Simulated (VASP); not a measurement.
# Ge (Fd-3m) in VASP: band structure with PBE

Aim: the band structure of Ge with PBE.

All numbers are computed with VASP 6.6.1; they aren't measurements. Logs are shortened: lines on timing, memory, paths and dates and some standing lists are left out, and cuts for length are marked.

**Experimental background.**

From “Temperature-dependent photoluminescence in Ge: experiment and theory”, 2020, arxiv:2003.00143, for a bulk crystal of Ge at 0 K: band gap 0.744 eV (indirect).

How close the calculation comes is told below.

### Step 1. The crystal as given

It takes space group Fd-3m (No. 227, cubic). Conventional cell: a = 5.762 Å, b = 5.762 Å, c = 5.762 Å, α = 90.00°, β = 90.00°, γ = 90.00°. Ge (site symmetry -43m) has 4 Ge at 2.50 Å as nearest neighbours.

### Step 2. Band structure, PBE

Input file INCAR:

```
ALGO = Normal ; EDIFF = 1E-7
ENCUT = 520 ; GGA = PE
ISIF = 2 ; ISMEAR = 0
LASPH = T ; LCHARG = F
LREAL = F ; LWAVE = F
NBANDS = 21 ; NELM = 100
PREC = Accurate ; SIGMA = 0.02
```

Input file KPOINTS:

```
k-points
0
Gamma
  6 6 6
```

Input file POSCAR:

```
Ge                                      
1.0
    0.0000000000      2.8810437946      2.8810437946
    2.8810437946      0.0000000000      2.8810437946
    2.8810437946      2.8810437946     -0.0000000000
  Ge            
     2
Direct
     0.0000000000000000    0.0000000000000000    0.0000000000000000
     0.2500000000000000    0.2500000000000000    0.2500000000000000
```

Input file KPOINTS_OPT:

```
path GXWKGLUWLK,UX
10
line-mode
reciprocal
 0.0000000000  0.0000000000  0.0000000000  G
 0.5000000000  0.0000000000  0.5000000000  X

 0.5000000000  0.0000000000  0.5000000000  X
 0.5000000000  0.2500000000  0.7500000000  W

 0.5000000000  0.2500000000  0.7500000000  W
 0.3750000000  0.3750000000  0.7500000000  K

 0.3750000000  0.3750000000  0.7500000000  K
 0.0000000000  0.0000000000  0.0000000000  G

 0.0000000000  0.0000000000  0.0000000000  G
 0.5000000000  0.5000000000  0.5000000000  L

 0.5000000000  0.5000000000  0.5000000000  L
 0.6250000000  0.2500000000  0.6250000000  U

 0.6250000000  0.2500000000  0.6250000000  U
 0.5000000000  0.2500000000  0.7500000000  W

 0.5000000000  0.2500000000  0.7500000000  W
 0.5000000000  0.5000000000  0.5000000000  L

 0.5000000000  0.5000000000  0.5000000000  L
 0.3750000000  0.3750000000  0.7500000000  K

 0.6250000000  0.2500000000  0.6250000000  U
 0.5000000000  0.0000000000  0.5000000000  X
```

Potentials or basis: VASP PAW PBE potentials, release 64 (Ge_d).

Run with:

```bash
$ cat potpaw_PBE.64/Ge_d/POTCAR > POTCAR
$ mpirun -np 1 vasp_std > vasp.out
```

OUTCAR:

```text
EDIFF = 1E-7
   ENCUT = 520
   GGA = PE
   ISIF = 2
   ISMEAR = 0
   LASPH = T
   LREAL = F
   NELM = 100
   PREC = Accurate

 ion  position               nearest neighbor table
   1  0.000  0.000  0.000-   2 2.50   2 2.50   2 2.50   2 2.50
   2  0.250  0.250  0.250-   1 2.50   1 2.50   1 2.50   1 2.50

  LATTYP: Found a face centered cubic cell.
 ALAT       =     5.7620875892

  Lattice vectors:

 A1 = (   0.0000000000,   2.8810437946,   2.8810437946)
 A2 = (   2.8810437946,   0.0000000000,   2.8810437946)
 A3 = (   2.8810437946,   2.8810437946,   0.0000000000)

Analysis of symmetry for initial positions (statically):
=====================================================================
 Subroutine PRICEL returns:
 Original cell was already a primitive cell.

 Routine SETGRP: Setting up the symmetry group for a
 face centered cubic supercell.

 Subroutine GETGRP returns: Found 48 space group operations
 (whereof 24 operations were pure point group operations)
 out of a pool of 48 trial point group operations.

The static configuration has the point symmetry T_d .
 The point group associated with its full space group is O_h .

Analysis of symmetry for dynamics (positions and initial velocities):
=====================================================================
 Subroutine PRICEL returns:
 Original cell was already a primitive cell.

 Routine SETGRP: Setting up the symmetry group for a
 face centered cubic supercell.

 Subroutine GETGRP returns: Found 48 space group operations
 (whereof 24 operations were pure point group operations)
 out of a pool of 48 trial point group operations.

The dynamic configuration has the point symmetry T_d .
 The point group associated with its full space group is O_h .

 Subroutine INISYM returns: Found 48 space group operations
 (whereof 24 operations are pure point group operations),
 and found     1 'primitive' translations

----------------------------------------------------------------------------------------

                                     Primitive cell

  volume of cell :      47.8277

  direct lattice vectors                    reciprocal lattice vectors
     0.000000000  2.881043795  2.881043795    -0.173548212  0.173548212  0.173548212
     2.881043795  0.000000000  2.881043795     0.173548212 -0.173548212  0.173548212
     2.881043795  2.881043795  0.000000000     0.173548212  0.173548212 -0.173548212

  length of vectors
     4.074411208  4.074411208  4.074411208     0.300594321  0.300594321  0.300594321

  position of ions in fractional coordinates (direct lattice)
     0.000000000  0.000000000  0.000000000
     0.250000000  0.250000000  0.250000000

  ion indices of the primitive-cell ions
   primitive index   ion index
                 1           1
                 2           2

----------------------------------------------------------------------------------------

 KPOINTS: k-points

Automatic generation of k-mesh.
 Grid dimensions read from file:
 generate k-points for:    6    6    6

 Generating k-lattice:

  Cartesian coordinates                     Fractional coordinates (reciprocal lattice)
    -0.028924702  0.028924702  0.028924702     0.166666667  0.000000000  0.000000000
     0.028924702 -0.028924702  0.028924702     0.000000000  0.166666667  0.000000000
     0.028924702  0.028924702 -0.028924702     0.000000000  0.000000000  0.166666667

  Length of vectors
     0.050099054  0.050099054  0.050099054

  Shift w.r.t. Gamma in fractional coordinates (k-lattice)
     0.000000000  0.000000000  0.000000000

 Subroutine IBZKPT returns following result:
 ===========================================

 Found     16 irreducible k-points:

 Following reciprocal coordinates:
            Coordinates               Weight
  0.000000  0.000000  0.000000      1.000000
  0.166667  0.000000  0.000000      8.000000
  0.333333  0.000000  0.000000      8.000000
  0.500000  0.000000  0.000000      4.000000
  0.166667  0.166667  0.000000      6.000000
  0.333333  0.166667  0.000000     24.000000
[... 8 lines left out ...]
 -0.333333  0.333333  0.166667     24.000000
 -0.333333  0.500000  0.166667     12.000000
   k-points           NKPTS =     16   k-points in BZ     NKDIM =     16   number of bands    NBANDS=     21
   number of dos      NEDOS =    301   number of ions     NIONS =      2
   total plane-waves  NPLWV =  27000
   dimension x,y,z NGX =    30 NGY =   30 NGZ =   30
   dimension x,y,z NGXF=    60 NGYF=   60 NGZF=   60
   ions per type =               2
   NGX,Y,Z   is equivalent  to a cutoff of  12.24, 12.24, 12.24 a.u.
   NGXF,Y,Z  is equivalent  to a cutoff of  24.48, 24.48, 24.48 a.u.
 SYSTEM =  unknown system
   PREC   = accura    normal or accurate (medium, high low for compatibility)
   ISTART =      0    job   : 0-new  1-cont  2-samecut
   ICHARG =      2    charge: 1-file 2-atom 10-const
   ISPIN  =      1    spin polarized calculation?
   LNONCOLLINEAR =      F non collinear calculations
   LSORBIT =      F    spin-orbit coupling
   LASPH  =      T    aspherical Exc in radial PAW
   ENCUT  =  520.0 eV  38.22 Ry    6.18 a.u.   7.58  7.58  7.58*2*pi/ulx,y,z
   NELM   =    100;   NELMIN=  2; NELMDL= -5     # of ELM steps
   EDIFF  = 0.1E-06   stopping-criterion for ELM
   LREAL  =      F    real-space projection
   EDIFFG = 0.1E-05   stopping-criterion for IOM
   NSW    =      0    number of steps for IOM
   IBRION =     -1    ionic relax: 0-MD 1-quasi-New 2-CG
   NFREE  =      0    steps in history (QN), initial steepest desc. (CG)
   ISIF   =      2    stress and relaxation
   ISYM   =      2    0-nonsym 1-usesym 2-fastsym
   POTIM  = 0.5000    time-step for ionic-motion
   TEBEG  =    0.0;   TEEND  =   0.0 temperature during run
   PSTRESS=    0.0 pullay stress
   NELECT =      28.0000    total number of electrons
   NUPDOWN=      -1.0000    fix difference up-down
   EMIN   =  10.00;   EMAX   =-10.00  energy-range for DOS
   EFERMI =   0.00;   METHOD = LEGACY
   ISMEAR =     0;   SIGMA  =   0.02  broadening in eV -4-tet -1-fermi 0-gaus
   EFERMI_NEDOS =   21; number of points for ismear=-14 and -15
   IALGO  =     38    algorithm
   IMIX   =      4    mixing-type and parameters
     AMIX     =   0.40;   BMIX     =  1.00
     AMIX_MAG =   1.60;   BMIX_MAG =  1.00
  volume/ion in A,a.u.               =      23.91       161.38
  Fermi-wavevector in a.u.,A,eV,Ry     =   1.369518  2.588013 25.518798  1.875579
  Thomas-Fermi vector in A             =   2.495386
   LORBIT       =      0    0 simple, 1 ext, 2 COOP (PROOUT), +10 PAW based schemes
   GGA     = PE    functional components
   LHFCALC =     F    Hartree Fock is set to
   AEXX    =    0.0000 exact exchange contribution
   IVDW    =     0    specifies the selected vdW correction
   LEPSILON=     F    determine dielectric tensor
   LRPA    =     F    only Hartree local field effects (RPA)
 non-spin polarized calculation
 Gauss-broadening in eV      SIGMA  =   0.02
  energy-cutoff  :      520.00
  volume of cell :       47.83
 maximum number of plane-waves:      1308
   NGX = 15   NGY = 15   NGZ = 15

 number of electron      27.9999979 magnetization

 Free energy of the ion-electron system (eV)
  ---------------------------------------------------
  ext. energy  EPLUGINS =         0.00000000
  ---------------------------------------------------
  free energy    TOTEN  =        -8.99308133 eV

  energy without entropy =       -8.99285136  energy(sigma->0) =       -8.99296635

 E-fermi :   4.4857     XC(G=0):  -9.6596

 val. band max:        4.4833945770   @ k =   0.0000   0.0000   0.0000
 cond. band min:       4.5058942094   @ k =   0.5000   0.0000   0.0000
 fundamental gap:      0.0224996324
 Fermi energy:         4.4856909029

 k-point     1 :       0.0000    0.0000    0.0000
  band No.  band energies     occupation
      1     -20.2580      2.00000
      2     -20.2580      2.00000
      3     -20.2580      2.00000
      4     -20.2261      2.00000
      5     -20.2261      2.00000
      6     -20.0432      2.00000
[... 13 lines left out ...]
     20      13.8151      0.00000
     21      13.8151      0.00000

 k-point     2 :       0.1667    0.0000    0.0000
  band No.  band energies     occupation
      1     -20.2682      2.00000
      2     -20.2682      2.00000
      3     -20.2542      2.00000
      4     -20.2113      2.00000
      5     -20.2113      2.00000
      6     -20.0592      2.00000
[... 13 lines left out ...]
     20      12.7555      0.00000
     21      12.7555      0.00000

 k-point     3 :       0.3333    0.0000    0.0000
  band No.  band energies     occupation
      1     -20.2772      2.00000
      2     -20.2772      2.00000
      3     -20.2464      2.00000
      4     -20.1947      2.00000
      5     -20.1947      2.00000
      6     -20.0721      2.00000
[... 13 lines left out ...]
     20      13.3190      0.00000
     21      13.3190      0.00000

 k-point     4 :       0.5000    0.0000    0.0000
  band No.  band energies     occupation
      1     -20.2794      2.00000
      2     -20.2794      2.00000
      3     -20.2424      2.00000
      4     -20.1898      2.00000
      5     -20.1898      2.00000
      6     -20.0752      2.00000
[... 13 lines left out ...]
     20      14.9251      0.00000
     21      15.4183      0.00000

 k-point     5 :       0.1667    0.1667    0.0000
  band No.  band energies     occupation
      1     -20.2664      2.00000
      2     -20.2664      2.00000
      3     -20.2652      2.00000
      4     -20.2127      2.00000
      5     -20.1941      2.00000
      6     -20.0877      2.00000
[... 13 lines left out ...]
     20      12.6777      0.00000
     21      14.2734      0.00000

 k-point     6 :       0.3333    0.1667    0.0000
  band No.  band energies     occupation
      1     -20.2838      2.00000
      2     -20.2755      2.00000
      3     -20.2483      2.00000
      4     -20.1950      2.00000
      5     -20.1722      2.00000
      6     -20.1096      2.00000
[... 13 lines left out ...]
     20      14.0071      0.00000
     21      14.5829      0.00000

 k-point     7 :       0.5000    0.1667    0.0000
  band No.  band energies     occupation
      1     -20.2936      2.00000
      2     -20.2825      2.00000
      3     -20.2278      2.00000
      4     -20.1785      2.00000
      5     -20.1713      2.00000
      6     -20.1056      2.00000
[... 13 lines left out ...]
     20      15.1376      0.00000
     21      15.4476      0.00000
[... 99 lines left out ...]
      1     -20.3030      2.00000
      2     -20.2887      2.00000
      3     -20.2101      2.00000
      4     -20.1501      2.00000
      5     -20.1454      2.00000
      6     -20.1328      2.00000
[... 13 lines left out ...]
     20      13.2954      0.00000
     21      17.5723      0.00000

 k-point    13 :       0.5000    0.5000    0.0000
  band No.  band energies     occupation
      1     -20.2879      2.00000
      2     -20.2879      2.00000
      3     -20.2118      2.00000
      4     -20.2118      2.00000
      5     -20.1280      2.00000
      6     -20.1280      2.00000
[... 13 lines left out ...]
     20      15.5579      0.00000
     21      17.0230      0.00000

 k-point    14 :       0.5000    0.3333    0.1667
  band No.  band energies     occupation
      1     -20.2923      2.00000
      2     -20.2894      2.00000
      3     -20.2236      2.00000
      4     -20.1772      2.00000
      5     -20.1479      2.00000
      6     -20.1330      2.00000
[... 13 lines left out ...]
     20      14.1390      0.00000
     21      16.4845      0.00000

 k-point    15 :      -0.3333    0.3333    0.1667
  band No.  band energies     occupation
      1     -20.3009      2.00000
      2     -20.2920      2.00000
      3     -20.2044      2.00000
      4     -20.1615      2.00000
      5     -20.1424      2.00000
      6     -20.1348      2.00000
[... 13 lines left out ...]
     20      15.9377      0.00000
     21      15.9740      0.00000

 k-point    16 :      -0.3333    0.5000    0.1667
  band No.  band energies     occupation
      1     -20.2970      2.00000
      2     -20.2970      2.00000
      3     -20.1866      2.00000
      4     -20.1866      2.00000
      5     -20.1309      2.00000
      6     -20.1309      2.00000
[... 13 lines left out ...]
     20      15.1026      0.00000
     21      17.0503      0.00000

------------------------ aborting loop because EDIFF is reached ----------------------------------------

  FORCE on cell =-STRESS in cart. coord.  units (eV):
  Direction    XX          YY          ZZ          XY          YZ          ZX
  --------------------------------------------------------------------------------------
  -------------------------------------------------------------------------------------
  Total       -0.0001951     -0.0001951     -0.0001951      0.0000000      0.0000000     -0.0000000
  in kB       -0.0065349     -0.0065349     -0.0065349      0.0000000      0.0000000     -0.0000000
  external PRESSURE =      -0.0065349 kB  Pullay stress =       0.0000000 kB

 VOLUME and BASIS-vectors are now :
 -----------------------------------------------------------------------------
  energy-cutoff  :      520.00
  volume of cell :       47.83
      direct lattice vectors                 reciprocal lattice vectors
     0.000000000  2.881043795  2.881043795    -0.173548212  0.173548212  0.173548212
     2.881043795  0.000000000  2.881043795     0.173548212 -0.173548212  0.173548212
     2.881043795  2.881043795  0.000000000     0.173548212  0.173548212 -0.173548212

 POSITION                                       TOTAL-FORCE (eV/Angst)
 -----------------------------------------------------------------------------------
      0.00000      0.00000      0.00000         0.000000      0.000000      0.000000
      1.44052      1.44052      1.44052        -0.000000     -0.000000     -0.000000
 -----------------------------------------------------------------------------------
    total drift:                                0.000000      0.000000      0.000000

  FREE ENERGIE OF THE ION-ELECTRON SYSTEM (eV)
  ---------------------------------------------------
  free  energy   TOTEN  =        -8.9930813349 eV

  energy  without entropy=       -8.9928513569  energy(sigma->0) =       -8.99296635
```

It took 77 s on 1 thread of AMD EPYC 7R13 (Zen 3), shared host; peak memory 0.14 GiB.

Results:

| Quantity | Value |
| --- | --- |
| Free energy | -8.9931 eV |
| Pressure | 0.0 GPa |
| Band gap along the path | none (metal or under the smearing width) |

Levels at the corners of the path, in eV from the Fermi level:
```
point  band 12  band 13  band 14  band 15  band 16  band 17
    Γ    -0.46     0.00     0.00     0.00     2.52     2.52
    X    -8.69    -2.89    -2.89     0.81     0.81     9.06
    X    -8.69    -2.89    -2.89     0.81     0.81     9.06
    W    -8.61    -3.65    -3.65     4.10     4.10     4.68
    W    -8.61    -3.65    -3.65     4.10     4.10     4.68
    K    -8.12    -4.06    -2.48     1.19     3.97     6.88
    K    -8.12    -4.06    -2.48     1.19     3.97     6.88
    Γ    -0.46     0.00     0.00     0.00     2.52     2.52
    Γ    -0.46     0.00     0.00     0.00     2.52     2.52
    L    -7.36    -1.33    -1.33     0.02     3.71     3.71
    L    -7.36    -1.33    -1.33     0.02     3.71     3.71
    U    -8.12    -4.06    -2.48     1.19     3.97     6.88
    U    -8.12    -4.06    -2.48     1.19     3.97     6.88
    W    -8.61    -3.65    -3.65     4.10     4.10     4.68
    W    -8.61    -3.65    -3.65     4.10     4.10     4.68
    L    -7.36    -1.33    -1.33     0.02     3.71     3.71
    L    -7.36    -1.33    -1.33     0.02     3.71     3.71
    K    -8.12    -4.06    -2.48     1.19     3.97     6.88
    U    -8.12    -4.06    -2.48     1.19     3.97     6.88
    X    -8.69    -2.89    -2.89     0.81     0.81     9.06
```

Caveat: this crystal is a semiconductor, whose small gap the functional closes, so the metal is an error of the method.

### Step 3. Comparison with measurements

Step 2. Measured gap of Ge: 0.744 eV (indirect; 0 K; “Temperature-dependent photoluminescence in Ge: experiment and theory”, 2020, arxiv:2003.00143). This calculation gives 0.00 eV (-0.74 eV). 3 values of this kind are on record (0.666 to 0.807 eV); this one was drawn at random among those near their median. Spin-orbit coupling on Ge is left out. The value is that of PBE, without temperature or zero-point motion. Semilocal functionals fall short of measured gaps as a rule.
